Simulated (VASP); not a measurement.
A run of VASP 6.6.1 is set up as follows.

The input INCAR:

```
SYSTEM = Se
  ALGO = Normal
  EDIFF = 1E-6
  EDIFFG = -0.01
  ENCUT = 600
  IBRION = 2
  ISIF = 3
  ISMEAR = 1
  LASPH = .True.
  LCHARG = .False.
  LMIXTAU = .True.
  LREAL = .False.
  LWAVE = .False.
  METAGGA = R2SCAN
  NELM = 80
  NSW = 90
  PREC = Accurate
  PSTRESS = 1250.0
  SIGMA = 0.1
```

KPOINTS

```
k-points
0
Gamma
  17 17 17
  0 0 0
```

The input POSCAR:

```
Se
1.0
    1.9250000000      1.1113992682      0.8816666667
   -1.9250000000      1.1113992682      0.8816666667
    0.0000000000     -2.2227985364      0.8816666667
Se
1
Direct
    0.0000000000      0.0000000000      0.0000000000
```

Potentials or basis: VASP PAW PBE potentials, release 64 (Se).

Command:

```sh
$ cat potpaw_PBE.64/Se/POTCAR > POTCAR
$ mpirun -np 1 vasp_std > vasp.out
```

**Question.** Predict the relaxed cell.

**Answer.** a = 2.409 Å, b = 2.409 Å, c = 2.409 Å, α = 104.99°, β = 104.99°, γ = 104.99°.

**Question.** Predict the space group after relaxing (to 0.05 Å).

**Answer.** R-3m (No. 166).

**Question.** Estimate the relaxed volume.

**Answer.** 12.23 Å³/atom.

Final structure:
```
Se
1.0
     1.91126    1.10346    0.96644
    -1.91126    1.10346    0.96644
     0.00000   -2.20693    0.96644
Se
1
Direct
  0.00000 0.00000 0.00000
```

Caveat: the cell is relaxed towards a set pressure, so the enthalpy falls and the energy may rise; the PAW data sets were made with another functional, which shifts forces and pressure a little. Zero-point motion and thermal expansion aren't in these numbers.
